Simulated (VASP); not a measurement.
Wanted: the native input for a VASP 6.6.1 run.

```yaml
Task: single point
Functional: PBE
Potentials_or_basis: VASP PAW PBE potentials, release 64 (Ir)
Cutoff: 520 eV
k_mesh: 12 × 12 × 12
Occupations: fermi-dirac, width 0.05 eV
Spin: no spin polarisation
Further_INCAR_settings: ALGO = Normal; EDIFF = 1e-07; NBANDS = 10
```

The structure of Ir lies in POSCAR:

```
Ir
1.0
    0.0000000000      1.9156000000      1.9156000000
    1.9156000000      0.0000000000      1.9156000000
    1.9156000000      1.9156000000      0.0000000000
Ir
1
Direct
    0.0000000000      0.0000000000      0.0000000000
```

The input as run:

INCAR

```
ALGO = Normal ; EDIFF = 1E-7
ENCUT = 520 ; GGA = PE
ISIF = 2 ; ISMEAR = -1
LASPH = T ; LCHARG = F
LREAL = F ; LWAVE = F
NBANDS = 10 ; NELM = 100
PREC = Accurate ; SIGMA = 0.05
```

KPOINTS

```
k-points
0
Gamma
  12 12 12
```

Potentials or basis: VASP PAW PBE potentials, release 64 (Ir).

The run is started by

```sh
$ cat potpaw_PBE.64/Ir/POTCAR > POTCAR
$ mpirun -np 1 vasp_std > vasp.out
```

Results of the run:

The pressure is 11.8 GPa. The band gap on the k mesh is none (metal or under the smearing width).

Wall time 9.6 s on 1 thread of AMD EPYC 7R13 Processor (Zen 3) (shared host), peak memory 0.1 GiB.
